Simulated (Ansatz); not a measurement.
**Calculated electric field gradients for SiO2**

The cell is a computed structure from the Materials Project (it need not be an observed phase), atoms as given.

```xyz
24
Lattice="-4.9415 4.9415 4.9415 4.9415 -4.9415 4.9415 4.9415 4.9415 -4.9415" Properties=species:S:1:pos:R:3 pbc="T T T"
Si    1.5510    1.5510    1.5510
Si    1.5510   -1.5510    1.5510
Si    1.5510    1.5510   -1.5510
Si   -1.5510    1.5510    1.5510
Si    3.3905    3.3905   -3.3905
Si   -3.3905    3.3905    3.3905
Si    3.3905   -3.3905    3.3905
Si    3.3905    3.3905    3.3905
O     2.4707    2.4707    2.4707
O     2.4707   -2.4707    2.4707
O     2.4707    2.4707   -2.4707
O    -2.4707    2.4707    2.4707
O     1.8667    1.8667    0.0000
O     1.8667    0.0000    1.8667
O    -3.0747    4.9415    3.0747
O     4.9415   -3.0747    3.0747
O     0.0000    1.8667    1.8667
O     3.0747   -3.0747    4.9415
O    -3.0747    3.0747    4.9415
O     3.0747    4.9415   -3.0747
O     4.9415    3.0747    3.0747
O     3.0747    4.9415    3.0747
O     4.9415    3.0747   -3.0747
O     3.0747    3.0747    4.9415
```

Atom numbers follow the list; atoms alike are taken as one site, whose name carries the number of the first.

The numbers come from a DFT calculation in Ansatz (PBE, plane waves and PAW (field gradients read without the response of the frozen cores, which leaves them typically 4 to 6 % off), scalar-relativistic, 420 eV cutoff, Γ-centred 3×3×3 k-points, Fermi–Dirac smearing 0.02 eV).

V_zz is the principal component of the electric field gradient with the largest magnitude, η = (V_xx − V_yy)/V_zz and C_Q = eQV_zz/h. ν_Q = 3|C_Q|/[2I(2I − 1)].

O-17: I = 5/2, Q = -25.58 mb. Q values from Pyykkö, Mol. Phys. 116, 1328 (2018).

| site | atoms (order as listed) | first shell | C_Q (MHz) | η | ν_Q (MHz) |
| --- | --- | --- | --- | --- | --- |
| O9 | 9, 10, 11, 12 | 2 Si at 1.59 Å, angle 180° | -6.66 | 0.00 | 0.998 |
| O13 | 13, 14, 15, 16, 17, 18, … | 2 Si at 1.61 Å, angle 148° | -6.00 | 0.22 | 0.899 |

An axis of threefold or higher order runs through O9, so V_zz lies along it and η is zero. At O13 V_zz runs parallel to the line that joins its two neighbours (within 1°).

Si has no stable isotope with a ground-state quadrupole moment in the table, so these sites are left out.

The largest force is 0.3 eV/Å, so the atoms aren't at the calculated equilibrium and relaxing them would move these values.
